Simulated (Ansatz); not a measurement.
**From barrier to diffusion: H in BeS**

Level of theory: DFT PBEsol, scalar-relativistic, plane waves, PAW (Ansatz 0.2.0). Settings: 420 eV cutoff, 2×2×2 k-mesh, shifted by half a step, Gaussian smearing of 0.02 eV, no spin polarisation.

Host crystal, relaxed:

```yaml
crystal:
  lattice:
    - [0.00000, 2.41885, 2.41885]
    - [2.41885, 0.00000, 2.41885]
    - [2.41885, 2.41885, 0.00000]
  atoms:
    - { symbol: Be, position: [0.00000, 0.00000, 0.00000] }
    - { symbol: S, position: [0.75000, 0.75000, 0.75000] }
```

In a supercell of 32 host sites with charge +1, interstitial H hops to an equivalent place, moving 1.37 Å. Climbing-image nudged elastic band at fixed cell; the order of the saddle wasn't checked, and the small cell leaves errors of about a tenth of an eV. Zero-point motion and tunnelling, which matter for H, are left out.

```tsv
image	path (Å)	E − E(0) (eV)
0	0.00	0.000
1	0.39	0.021
2	0.77	0.106
3	1.16	0.215
4	1.55	0.106
5	1.93	0.021
6	2.32	0.000
```

Task: What are the barriers forward and back, and what attempt frequency does the shape suggest?

Result: Forward 0.21 eV, back 0.21 eV, the ends being level. For a sinusoidal profile E_b sin²(πx/l), with the H atom alone moving, ν = (1/l)√(E_b/2m) = 2.3×10¹³ s⁻¹, within an order of magnitude of the customary 10¹³ s⁻¹; a true prefactor needs the vibrations at the minimum and at the saddle.

Task: With ν = 10¹³ s⁻¹, give the forward jump rate along this one path, the wait 1/k for that jump, the diffusivity D ≈ l²k and the distance √(Dt) covered in an hour at 300, 600 and 1000 K, taking the host as solid throughout.

Result: k = ν exp(−E_b/k_BT):
| T (K) | k (1/s) | wait (s) | D (cm²/s) | √(Dt) in 1 h (nm) |
| --- | --- | --- | --- | --- |
| 300 | 2.5×10⁹ | 4.1×10⁻¹⁰ | 4.6×10⁻⁷ | 4.1×10⁵ |
| 600 | 1.6×10¹¹ | 6.4×10⁻¹² | 3.0×10⁻⁵ | 3.3×10⁶ |
| 1000 | 8.3×10¹¹ | 1.2×10⁻¹² | 1.6×10⁻⁴ | 7.5×10⁶ |

D = l²k holds for six equivalent jumps in three dimensions (z l²k/6) and is a scale otherwise. Long-range transport needs a connected net of such jumps, and traps slow it. D is that of an interstitial already there. An error of 0.1 eV in the barrier changes k by a factor of 48 at 300 K and 3.2 at 1000 K.

Cost: 1 run of about 20 core-minutes, on Arm Neoverse N1 (shared hosts).